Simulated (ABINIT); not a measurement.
Crystal: Si2Mo.

```
Mo Si
1.0
    -1.60000    1.60000    3.93050
     1.60000   -1.60000    3.93050
     1.60000    1.60000   -3.93050
Mo Si
1 2
Direct
  0.00000 0.00000 0.00000
  0.66700 0.66700 0.00000
  0.33300 0.33300 0.00000
```

Program: ABINIT 10.8.3 (patched build). Alike in all runs: task single point; no spin polarisation; cell as given; k mesh 9 × 9 × 9; smearing fermi-dirac 0.05 eV.

Q: Order these runs on this cell by their pressure, lowest first.
A. level PBE; potentials or basis PseudoDojo NC SR PBE v0.4.1 standard; cutoff (eV) 952
B. level PBEsol; potentials or basis PseudoDojo NC SR PBEsol v0.4.1 standard; cutoff (eV) 980
C. level LDA; potentials or basis PseudoDojo NC SR LDA v0.4.1 standard; cutoff (eV) 952

A: C (-6.6 GPa), B (-2.9 GPa), A (2.0 GPa).

Not every run made on this cell is shown here.
